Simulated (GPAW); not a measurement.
The system is CuO.

```
Cu O
1.0
     1.99097   -2.15355    0.00000
     1.99097    2.15355    0.00000
     0.00000    0.00000    5.15593
Cu O
2 2
Direct
  0.50000 0.00000 0.00000
  0.00000 0.50000 0.50000
  0.50000 0.50000 0.25000
  0.50000 0.50000 0.75000
```

Measurements of this composition are mostly on another form, of space group No. 15.

* Program: GPAW 26.7.0
* Task: relaxation of cell and atoms
* Functional: PBEsol
* Dispersion: D3
* Potentials or basis: PAW data sets generated in the run's folder for this functional
* Cutoff: 800 eV
* Basis: pw
* k mesh: 6 × 6 × 4
* Occupations: fermi-dirac, width 0.05 eV
* Spin: no spin polarisation

At the start: pressure -5.6 GPa; volume 11.05 Å³/atom.

Problem. How do energy, volume and symmetry change on relaxing?

Solution. Over 17 steps the energy falls by 6.8 meV/atom and the volume is 10.64 Å³/atom (-3.7 %); space group P4_2/mmc (No. 131, to 0.05 Å).

The path:
```csv
step,energy change (eV),largest force (eV/Å),pressure (GPa),volume (Å³)
1,0.0000,0.0000,-5.56,44.21
2,-0.0053,0.0000,-4.93,44.03
3,-0.0206,0.0001,0.32,42.66
4,-0.0211,0.0000,0.10,42.71
5,-0.0232,0.0001,-0.59,42.82
6,-0.0246,0.0002,-0.83,42.81
7,-0.0251,0.0002,-0.51,42.66
8,-0.0248,0.0002,-0.11,42.54
9,-0.0247,0.0001,0.03,42.51
10,-0.0247,0.0000,0.08,42.50
11,-0.0246,0.0002,0.21,42.48
12,-0.0247,0.0006,0.37,42.46
13,-0.0248,0.0015,0.58,42.44
14,-0.0253,0.0029,0.74,42.43
15,-0.0262,0.0041,0.62,42.48
16,-0.0269,0.0037,0.28,42.55
17,-0.0271,0.0023,0.08,42.58
```

Final structure:
```xyz
4
Lattice="2.0352 -2.0278 0.0000 2.0352 2.0278 0.0000 0.0000 0.0000 5.1587" Properties=species:S:1:pos:R:3 pbc="T T T"
Cu    1.0176   -1.0139    0.0000
Cu    1.0176    1.0139    2.5794
O     2.0352    0.0000    1.2895
O     2.0352    0.0000    3.8692
```

Caveat: with this Cu data set, volumes or pressures lay over 1.5 % or 2 GPa off other programs in two to four cells of ten; later steps reuse the first step's grids; the run has no spin polarisation, though such a crystal can be magnetic; pairwise dispersion overbinds metals, which lowers pressure and volume.
